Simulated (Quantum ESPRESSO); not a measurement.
# AlPt (Pm-3m) in Quantum ESPRESSO: single point with PBEsol

Aim: the single point of AlPt with PBEsol.

Everything below comes from runs of Quantum ESPRESSO 7.5. Logs are shortened: lines on timing, memory, paths and dates and some standing lists are left out, and cuts for length are marked.

## (1) Starting point

Symmetry: Pm-3m, No. 221, cubic system. Conventional cell: a = 3.092 Å, b = 3.092 Å, c = 3.092 Å, α = 90.00°, β = 90.00°, γ = 90.00°. Pt (site symmetry m-3m) has 8 Al at 2.68 Å as nearest neighbours. Al (site symmetry m-3m) has 8 Pt at 2.68 Å as nearest neighbours.

Measurements of this composition are mostly on another form, of space group No. 198.

## (2) Single point, PBEsol

Contents of run.py:

```python
import numpy as np
from ase.calculators.espresso import Espresso, EspressoProfile
from ase.io import read

atoms = read('AlPt.cif')

input_data = {
    'control': {'calculation': 'scf', 'prefix': 'pwscf', 'outdir': './tmp', 'tprnfor': True, 'tstress': True, 'disk_io': 'nowf'},
    'system': {'ecutwfc': 45.0, 'ecutrho': 360.0, 'nbnd': 16, 'occupations': 'smearing', 'smearing': 'fd', 'degauss': 0.00367493},
    'electrons': {'conv_thr': 4e-10, 'electron_maxstep': 120, 'mixing_beta': 0.5},
}
pseudopotentials = {'Al': 'al_pbesol_v1.uspp.F.UPF', 'Pt': 'pt_pbesol_v1.4.uspp.F.UPF'}
profile = EspressoProfile(command='mpirun -n 2 pw.x -nk 2', pseudo_dir='pseudo')
dft = Espresso(profile=profile, input_data=input_data, pseudopotentials=pseudopotentials, kpts=(9, 9, 9), koffset=(0, 0, 0))
atoms.calc = dft

print(f'energy {atoms.get_potential_energy():.8f} eV')
print('forces (eV/A)')
print(np.round(atoms.get_forces(), 6))
print('stress (eV/A^3, Voigt)')
print(np.round(atoms.get_stress(), 8))
print(f'Fermi level {dft.get_fermi_level():.4f} eV')
```

Contents of AlPt.cif:

```cif
data_AlPt
_cell_length_a 3.09154600
_cell_length_b 3.09154600
_cell_length_c 3.09154600
_cell_angle_alpha 90.00000000
_cell_angle_beta 90.00000000
_cell_angle_gamma 90.00000000
_space_group_name_H-M_alt 'P1'
_space_group_name_Hall 'P 1'
_space_group_IT_number 1
loop_
_space_group_symop_operation_xyz
'x,y,z'
loop_
_atom_site_label
_atom_site_type_symbol
_atom_site_symmetry_multiplicity
_atom_site_Wyckoff_symbol
_atom_site_fract_x
_atom_site_fract_y
_atom_site_fract_z
_atom_site_occupancy
Pt1 Pt 1 a 0.5000000000 0.5000000000 0.5000000000 1
Al1 Al 1 a 0.0000000000 0.0000000000 0.0000000000 1
```

Potentials or basis: GBRV 1.5 PBEsol.

Started as:

```bash
$ OMP_NUM_THREADS=1 python run.py
```

Standard output:

```text
energy -2957.23583563 eV
forces (eV/A)
[[0. 0. 0.]
 [0. 0. 0.]]
stress (eV/A^3, Voigt)
[ 0.03890877  0.03890877  0.03890877 -0.         -0.         -0.        ]
Fermi level 16.2949 eV
```

espresso.pwi:

```text
&CONTROL
   calculation      = 'scf'
   tstress          = .true.
   tprnfor          = .true.
   outdir           = './tmp'
   prefix           = 'pwscf'
   disk_io          = 'nowf'
   pseudo_dir       = 'pseudo'
/
&SYSTEM
   nbnd             = 16
   ecutwfc          = 45.0
   ecutrho          = 360.0
   occupations      = 'smearing'
   degauss          = 0.00367493
   smearing         = 'fd'
   ntyp             = 2
   nat              = 2
   ibrav            = 0
/
&ELECTRONS
   electron_maxstep = 120
   conv_thr         = 4e-10
   mixing_beta      = 0.5
/
&IONS
/
&CELL
/
&FCP
/
&RISM
/
ATOMIC_SPECIES
Pt 195.084 pt_pbesol_v1.4.uspp.F.UPF
Al 26.9815385 al_pbesol_v1.uspp.F.UPF

K_POINTS automatic
9 9 9  0 0 0

CELL_PARAMETERS angstrom
3.09154600000000 0.00000000000000 0.00000000000000
0.00000000000000 3.09154600000000 0.00000000000000
0.00000000000000 0.00000000000000 3.09154600000000

ATOMIC_POSITIONS angstrom
Pt 1.5457730000 1.5457730000 1.5457730000  
Al 0.0000000000 0.0000000000 0.0000000000
```

espresso.pwo:

```text
This program is part of the open-source Quantum ESPRESSO suite
     for quantum simulation of materials; please cite
         "P. Giannozzi et al., J. Phys.:Condens. Matter 21 395502 (2009);
         "P. Giannozzi et al., J. Phys.:Condens. Matter 29 465901 (2017);
         "P. Giannozzi et al., J. Chem. Phys. 152 154105 (2020);
     in publications or presentations arising from this work. More details at

Warning: card &CELL ignored
Warning: card &FCP ignored
Warning: card &RISM ignored

     Message from routine setup:
     using ibrav=0 with symmetry is DISCOURAGED, use correct ibrav instead

     K-points division:     npool     =       2
     Subspace diagonalization in iterative solution of the eigenvalue problem:
     a serial algorithm will be used

     G-vector sticks info
     --------------------
     sticks:   dense  smooth     PW     G-vecs:    dense   smooth      PW
     Sum         973     489    149                22983     8217    1419

     Using Slab Decomposition

     bravais-lattice index     =            0
     lattice parameter (alat)  =       5.8422  a.u.
     unit-cell volume          =     199.3994 (a.u.)^3
     number of atoms/cell      =            2
     number of atomic types    =            2
     number of electrons       =        19.00
     number of Kohn-Sham states=           16
     kinetic-energy cutoff     =      45.0000  Ry
     charge density cutoff     =     360.0000  Ry
     scf convergence threshold =      4.0E-10
     mixing beta               =       0.5000
     number of iterations used =            8  plain     mixing
     Exchange-correlation= SLA  PW   PSX  PSC
                           (   1   4  10   8   0   0   0)

     celldm(1)=   5.842175  celldm(2)=   0.000000  celldm(3)=   0.000000
     celldm(4)=   0.000000  celldm(5)=   0.000000  celldm(6)=   0.000000

     crystal axes: (cart. coord. in units of alat)
               a(1) = (   1.000000   0.000000   0.000000 )
               a(2) = (   0.000000   1.000000   0.000000 )
               a(3) = (   0.000000   0.000000   1.000000 )

     reciprocal axes: (cart. coord. in units 2 pi/alat)
               b(1) = (  1.000000  0.000000  0.000000 )
[... 31 lines left out ...]

     48 Sym. Ops., with inversion, found

   Cartesian axes

     site n.     atom                  positions (alat units)
         1        Pt     tau(   1) = (   0.5000000   0.5000000   0.5000000  )
         2        Al     tau(   2) = (   0.0000000   0.0000000   0.0000000  )

     number of k points=    35  Fermi-Dirac smearing, width (Ry)=  0.0037
                       cart. coord. in units 2pi/alat
        k(    1) = (   0.0000000   0.0000000   0.0000000), wk =   0.0027435
        k(    2) = (   0.0000000   0.0000000   0.1111111), wk =   0.0164609
        k(    3) = (   0.0000000   0.0000000   0.2222222), wk =   0.0164609
        k(    4) = (   0.0000000   0.0000000   0.3333333), wk =   0.0164609
        k(    5) = (   0.0000000   0.0000000   0.4444444), wk =   0.0164609
        k(    6) = (   0.0000000   0.1111111   0.1111111), wk =   0.0329218
[... 27 lines left out ...]
        k(   34) = (   0.3333333   0.4444444   0.4444444), wk =   0.0658436
        k(   35) = (   0.4444444   0.4444444   0.4444444), wk =   0.0219479

     Dense  grid:    22983 G-vectors     FFT dimensions: (  36,  36,  36)

     Smooth grid:     8217 G-vectors     FFT dimensions: (  25,  25,  25)

     Initial potential from superposition of free atoms

     starting charge      18.4976, renormalised to      19.0000

     negative rho (up, down):  1.907E-01 0.000E+00
     Starting wfcs are   16 randomized atomic wfcs

     Self-consistent Calculation

     iteration #  1     ecut=    45.00 Ry     beta= 0.50
     Davidson diagonalization with overlap
     ethr =  1.00E-02,  avg # of iterations =  4.7

     negative rho (up, down):  1.743E-01 0.000E+00
[... 76 lines left out ...]
     iteration # 10     ecut=    45.00 Ry     beta= 0.50
     Davidson diagonalization with overlap
     ethr =  2.42E-11,  avg # of iterations =  1.2

     negative rho (up, down):  1.767E-01 0.000E+00

     End of self-consistent calculation

          k = 0.0000 0.0000 0.0000 (  1021 PWs)   bands (ev):

   -36.8031 -36.8031 -36.8031   4.7629  10.7661  10.7661  13.7238  13.7238
    13.7238  20.1784  20.1784  20.1784  25.4047  25.4047  25.7367  34.0558
[... 168 lines left out ...]
   -36.8623 -36.8622 -36.8622   9.8332  10.0201  10.0201  14.7065  14.7065
    16.7297  17.2469  18.3654  18.3654  21.6237  22.5384  22.5384  23.4875

     the Fermi energy is    16.2949 ev

!    total energy              =    -217.35284396 Ry
     estimated scf accuracy    <          5.1E-12 Ry
     smearing contrib. (-TS)   =      -0.00052622 Ry
     internal energy E=F+TS    =    -217.35231775 Ry

     The total energy is F=E-TS. E is the sum of the following terms:
     one-electron contribution =     -54.93162402 Ry
     hartree contribution      =      40.49177705 Ry
     xc contribution           =     -61.03557545 Ry
     ewald contribution        =    -141.87689532 Ry

     convergence has been achieved in  10 iterations

     negative rho (up, down):  1.767E-01 0.000E+00

     Forces acting on atoms (cartesian axes, Ry/au):

     atom    1 type  1   force =     0.00000000    0.00000000    0.00000000
     atom    2 type  2   force =     0.00000000    0.00000000    0.00000000

     Total force =     0.000000     Total SCF correction =     0.000000

     Computing stress (Cartesian axis) and pressure

     negative rho (up, down):  1.767E-01 0.000E+00
          total   stress  (Ry/bohr**3)                   (kbar)     P=      -62.34
  -0.00042377   0.00000000   0.00000000          -62.34        0.00        0.00
   0.00000000  -0.00042377   0.00000000            0.00      -62.34        0.00
   0.00000000   0.00000000  -0.00042377            0.00        0.00      -62.34

=------------------------------------------------------------------------------=
   JOB DONE.
=------------------------------------------------------------------------------=
```

Wall time 5.1 s (2 MPI ranks of Arm Neoverse V2, shared host); peak memory 0.18 GiB.

Results:

* Free energy: -2957.2361 eV
* Pressure: -6.2 GPa
* Band gap on the k mesh: none (metal or under the smearing width)

Levels at points of the mesh, in eV from the Fermi level:
```tsv
k point	band 7	band 8	band 9	band 10	band 11	band 12
(0.00, 0.00, 0.00)	-2.57	-2.57	-2.57	3.88	3.88	3.88
```

Spin-orbit coupling is left out, which matters for the levels of Pt.

## (3) The reference run

An earlier run on the cell as given: functional PBEsol; potentials or basis GBRV 1.5 PBEsol; cutoff 612 eV; density cutoff 4898 eV; k mesh 9 × 9 × 9; occupations fermi-dirac, width 0.05 eV; no spin polarisation.

* Pressure: -6.2 GPa
* Band gap on the k mesh: none (metal or under the smearing width)
